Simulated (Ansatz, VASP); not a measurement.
One calculation of BN, two programs

```
B N
1.0
     0.00000    1.75631    1.93194
     1.75631    0.00000    1.93194
     1.75631    1.75631    0.00000
B N
1 1
Direct
  0.00000 0.00000 0.00000
  0.75000 0.75000 0.75000
```

Alike in both runs: task single point; functional PBE; k mesh 12 × 12 × 12; occupations gaussian, width 0.05 eV; no spin polarisation.

```csv
,VASP,Ansatz
version,VASP 6.6.1,Ansatz 0.2.0
potentials or method,"VASP PAW PBE potentials, release 64 (B, N)","scalar-relativistic, plane waves, PAW"
plane-wave cutoff (eV),520,420
valence electrons in the cell,8,8
```

|  | VASP | Ansatz | Ansatz less VASP |
| --- | --- | --- | --- |
| gap on the k mesh at the Fermi level (eV) | 3.59 | 3.60 | +0.010 |
| least direct gap on the mesh (eV) | 8.19 | 8.19 | +0.004 |
| pressure (GPa) | -0.2 | -0.4 | -0.23 |
| largest component of the traceless stress (GPa) | 43.92 | 43.89 | -0.037 |

A k mesh can miss the band edges. As with any semilocal functional, this PBE gap is likely too small.
